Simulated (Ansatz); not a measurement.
CuO (Tenorite): relaxation of cell and atoms with BLYP+D4

CuO (Tenorite):

```
CELL_PARAMETERS angstrom
2.34185 -1.71130 0.00000
2.34185 1.71130 0.00000
-0.85003 0.00000 5.05787
ATOMIC_POSITIONS crystal
Cu 0.50000 0.00000 0.50000
Cu 0.00000 0.50000 0.00000
O 0.41840 0.58160 0.75000
O 0.58160 0.41840 0.25000
```

```json
{"Program": "Ansatz 0.2.0", "Task": "relaxation of cell and atoms", "Functional": "BLYP", "Dispersion": "D4", "Potentials or basis": "Ansatz PAW", "Cutoff": "420 eV (not typed: the program's choice for these potentials)", "k mesh": "10 × 10 × 5", "Occupations": "fermi-dirac, width 0.05 eV", "Spin": "no spin polarisation"}
```

```
Relaxed volume                         : 11.02 Å³/atom
Relaxed cell                           : a = 2.919 Å, b = 2.919 Å, c = 5.175 Å, α = 90.01°, β = 90.01°, γ = 89.69°
Space group after relaxing (to 0.05 Å) : P4_2/mmc (No. 131)
Energy gained by relaxing              : 37.3 meV/atom
Ionic steps                            : 22
Pressure after relaxing                : 0.0 GPa
```

The path:
```tsv
step	energy change (eV)	largest force (eV/Å)	volume (Å³)
1	0.0000	0.2245	40.54
2	-0.0244	0.2168	41.45
3	-0.0514	0.0711	42.89
4	-0.0619	0.0380	42.98
5	-0.0670	0.0052	43.00
6	-0.0673	0.0005	42.96
7	-0.0672	0.0000	42.97
8	-0.1067	0.0010	42.97
9	-0.1225	0.0054	43.58
10	-0.1263	0.0014	43.87
11	-0.1266	0.0005	43.84
12	-0.1408	0.0015	43.84
13	-0.1448	0.0174	43.97
14	-0.1447	0.0057	44.08
15	-0.1449	0.0000	44.03
16	-0.1449	0.0001	44.04
17	-0.1478	0.0004	44.04
18	-0.1484	0.0003	44.07
19	-0.1484	0.0001	44.08
20	-0.1488	0.0001	44.08
21	-0.1489	0.0002	44.09
22	-0.1490	0.0002	44.09
```

Final structure:
```
Cu O
1.0
     2.06324   -2.05816    0.16047
     2.06324    2.05816    0.16047
    -0.40232    0.00000    5.15951
Cu O
2 2
Direct
  0.50000 0.00000 0.50000
  0.00000 0.50000 0.00000
  0.49994 0.50006 0.75000
  0.50006 0.49994 0.25000
```

Run time: 4.2 min on 2 threads of Intel(R) Xeon(R) Processor @ 2.50GHz (Skylake/Cascade Lake) (shared host), peak memory 0.46 GiB.

Caveat: the plane-wave basis is chosen anew once the cell has moved, so the energies of steps on either side of that aren't comparable; the pressure holds a Pulay correction of +0.8 GPa for the finite cutoff; the run has no spin polarisation, though such a crystal can be magnetic; the PAW data sets come from PBE, with cores solved anew for the run's functional, which leaves a small shift of forces and pressure. Zero-point motion and thermal expansion aren't in these numbers.
